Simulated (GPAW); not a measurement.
Here is a GPAW 26.7.0 calculation.

run.py

```python
import numpy as np
from ase.dft.bandgap import bandgap
from ase.io import write
from ase.spacegroup import crystal
from ase.units import Bohr, GPa
from gpaw import GPAW, PW
from gpaw.analyse.hirshfeld import HirshfeldPartitioning

# Pb 2a
atoms = crystal(['Pb'],
                basis=[[0.0, 0.0, 0.0]],
                spacegroup=229, setting=1,  # Im-3m
                cellpar=[3.95931913, 3.95931913, 3.95931913, 90.0, 90.0, 90.0],
                primitive_cell=True)

calc = GPAW(mode=PW(600),
            xc='LDA',
            kpts={'size': (9, 9, 9), 'gamma': True},
            occupations={'name': 'fermi-dirac', 'width': 0.05},
            nbands=14,
            convergence={'density': 1e-05, 'energy': 1e-05},
            maxiter=150,
            legacy_gpaw=True,
            txt='gpaw.txt')
atoms.calc = calc
energy = atoms.get_potential_energy()
forces = atoms.get_forces()
stress = atoms.get_stress()
calc.write('gs.gpw')
write('result.traj', atoms)
print(f'Energy: {energy:.6f} eV')
print('Forces (eV/A):')
print(forces.round(4))
print('Stress (GPa):', (stress / GPa).round(3))
print('Fermi level:', round(calc.get_fermi_level(), 4), 'eV')
print(f'Gap: {bandgap(calc)[0]:.4f} eV, direct: {bandgap(calc, direct=True)[0]:.4f} eV')

hirshfeld = HirshfeldPartitioning(calc)
print('Hirshfeld charges:', *np.round(hirshfeld.get_charges(), 4))
print('Hirshfeld volume ratios:', *np.round(hirshfeld.get_effective_volume_ratios(), 4))

# fields on the real-space grid
write('density.cube', atoms, data=calc.get_pseudo_density() * Bohr**3)
write('potential.cube', atoms, data=calc.get_electrostatic_potential())
```

Potentials or basis: the program's PAW data sets (release 1.2.1) made for this functional, pw.

Launch:

```bash
$ OMP_NUM_THREADS=1 python run.py
```

(1) Predict the band gap on the k mesh.

(2) What does it give for the pressure?

Answers

(1) none (metal or under the smearing width).

(2) -3.7 GPa.
